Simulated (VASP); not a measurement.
Write the native input for VASP 6.6.1 that does the following.

```
Task                   : relaxation of cell and atoms
Functional             : PBE
Potentials or basis    : VASP PAW PBE potentials, release 64 (K_sv)
Cutoff                 : 520 eV
k mesh                 : 5 × 5 × 4
Occupations            : gaussian, width 0.1 eV
Spin                   : no spin polarisation
Further INCAR settings : ALGO = Normal; EDIFF = 1e-06; IBRION = 2; EDIFFG = -0.01; NSW = 90; ISIF = 3
```

The structure of K lies in POSCAR:

```
K
1.0
    3.7010000000     -5.5240000000      0.0000000000
    3.7010000000      5.5240000000      0.0000000000
    0.0000000000      0.0000000000      8.3670000000
K
5
Direct
    0.5000000000      0.0000000000      0.2500000000
    0.0000000000      0.5000000000      0.7500000000
    0.0000000000      0.5000000000      0.2500000000
    0.5000000000      0.0000000000      0.7500000000
    0.0000000000      0.0000000000      0.0000000000
```

This isn't the form of K at room conditions, which is bcc.

One way to write it, as run:

INCAR

```
PREC = Accurate ; ENCUT = 520
EDIFF = 1E-6 ; ISMEAR = 0
SIGMA = 0.1 ; LREAL = F
LASPH = T ; NELM = 120
ALGO = Normal ; ISIF = 3
LWAVE = F ; LCHARG = F
GGA = PE ; IBRION = 2
NSW = 90 ; EDIFFG = -0.01
```

KPOINTS

```
regular mesh
0
Gamma
  5 5 4
```

Potentials or basis: VASP PAW PBE potentials, release 64 (K_sv).

The run is started by

```console
$ cat potpaw_PBE.64/K_sv/POTCAR > POTCAR
$ mpirun -np 1 vasp_std > vasp.out
```

It gave:

```
Relaxed volume                         : 83.67 Å³/atom
Relaxed cell                           : a = 6.163 Å, b = 6.163 Å, c = 11.016 Å, α = 90.00°, β = 90.00°, γ = 89.95°
Space group after relaxing (to 0.05 Å) : P4/mmm (No. 123)
Energy gained by relaxing              : 168.7 meV/atom
Ionic steps                            : 30
Pressure after relaxing                : 0.0 GPa
Largest force after relaxing           : 0.010 eV/Å
Band gap on the k mesh                 : none (metal or under the smearing width)
```

Caveat: the volume moved by over 15 % at a fixed basis, so the end points are rough; the volume moved by +22 % from the deposited cell, more than functionals usually miss.

It took 67 min on 1 thread of Intel(R) Xeon(R) Platinum 8488C (Sapphire Rapids) (shared host), peak memory 0.53 GiB.
